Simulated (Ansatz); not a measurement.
AlN:

```
CELL_PARAMETERS angstrom
0.00000 2.18399 2.18399
2.18399 0.00000 2.18399
2.18399 2.18399 0.00000
ATOMIC_POSITIONS crystal
Al 0.00000 0.00000 0.00000
N 0.25000 0.25000 0.25000
```

Measurements of this composition are mostly on another form, of space group No. 186.

Base run:

| Property | Result |
| --- | --- |
| Program | Ansatz 0.2.0 |
| Functional | LDA |
| Potentials or basis | Ansatz PAW |
| Cutoff | 420 eV (not typed: the program's choice for these potentials) |
| k mesh | 10 × 10 × 10 |
| Occupations | fermi-dirac, width 0.05 eV |
| Spin | no spin polarisation |

Its results: band gap on the k mesh 3.24 eV, indirect (least direct gap 4.23 eV); pressure -3.6 GPa.

Problem. After a change of settings the same cell gave: band gap on the k mesh 3.20 eV, indirect (least direct gap 4.12 eV); pressure 1.3 GPa. Which change was it?
A. functional from LDA to r2SCAN; cutoff from 420 eV (not typed: the program's choice for these potentials) to 500 eV (not typed: the program's choice for these potentials)
B. functional from LDA to PBEsol
C. functional from LDA to BLYP

Solution. B.

PBEsol binds less tightly than LDA, so the same cell stands under more pressure.

Caveats: the PAW data sets come from PBE, with cores solved anew for the run's functional, which leaves a small shift of forces and pressure.

Runs at the PBE level aren't shown here.
